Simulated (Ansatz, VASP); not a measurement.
## Two plane-wave programs on BP

```
CELL_PARAMETERS angstrom
0.00000 2.26900 2.26900
2.26900 0.00000 2.26900
2.26900 2.26900 0.00000
ATOMIC_POSITIONS crystal
B 0.00000 0.00000 0.00000
P 0.75000 0.75000 0.75000
```

Alike in both runs: task single point; functional PBE; k mesh 10 × 10 × 10; occupations gaussian, width 0.05 eV; no spin polarisation.

```csv
,VASP,Ansatz
version,VASP 6.6.1,Ansatz 0.2.0
potentials or method,"VASP PAW PBE potentials, release 64 (B, P)","scalar-relativistic, plane waves, PAW"
plane-wave cutoff (eV),520,420
valence electrons in the cell,8,8
```

Ansatz gave:

- gap on the k mesh at the Fermi level (eV): 1.24
- least direct gap on the mesh (eV): 3.40
- pressure (GPa): 1.1

Task: Estimate VASP's values.

Result: gap on the k mesh at the Fermi level (eV): 1.24; least direct gap on the mesh (eV): 3.40; pressure (GPa): 0.9.

A k mesh can miss the band edges. Expect the measured gap to be larger: semilocal functionals such as PBE lack the derivative discontinuity.
